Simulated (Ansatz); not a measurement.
Runs of Ansatz 0.2.0 on GaAs. It takes space group F-43m (No. 216, cubic). The conventional cell has a = 5.654 Å, b = 5.654 Å, c = 5.654 Å, α = 90.00°, β = 90.00°, γ = 90.00°. As (site symmetry -43m) has 4 Ga at 2.45 Å as nearest neighbours. Around Ga (site symmetry -43m) lie 4 As at 2.45 Å. 

| task | level | cell | cutoff (eV) | smearing | basis error allowed | gap on the mesh (eV) | pressure (GPa) |
| --- | --- | --- | --- | --- | --- | --- | --- |
| single point | PBE | as given | 316 | fermi-dirac 0.05 eV | 0.001 eV/atom | 0.52 | 3.3 |
| band structure | LDA | as given | 316 | fermi-dirac 0.05 eV | 0.001 eV/atom | 0.28 | -1.9 |
| relaxation of cell and atoms | PBEsol+D3(BJ) | relaxed | - | fermi-dirac 0.05 eV | 0.001 eV/atom | (a) | 0.0 |
| single point | PBE | atoms moved at random, drawn with an rms of 0.05 Å | 337 | fermi-dirac 0.05 eV | 0.001 eV/atom | 0.20 | 3.6 |
| single point | PBE | as given | 316 | gaussian 0.026 eV | 0.001 eV/atom | 0.52 | 3.3 |

Alike in all rows: potentials or basis all-electron LAPW, scalar-relativistic; no spin polarisation; k mesh 8 × 8 × 8.

Fill in the values left out.

(a) 0.65.

A k mesh can miss the band edges, and the runs leave out spin-orbit coupling on As, Ga.
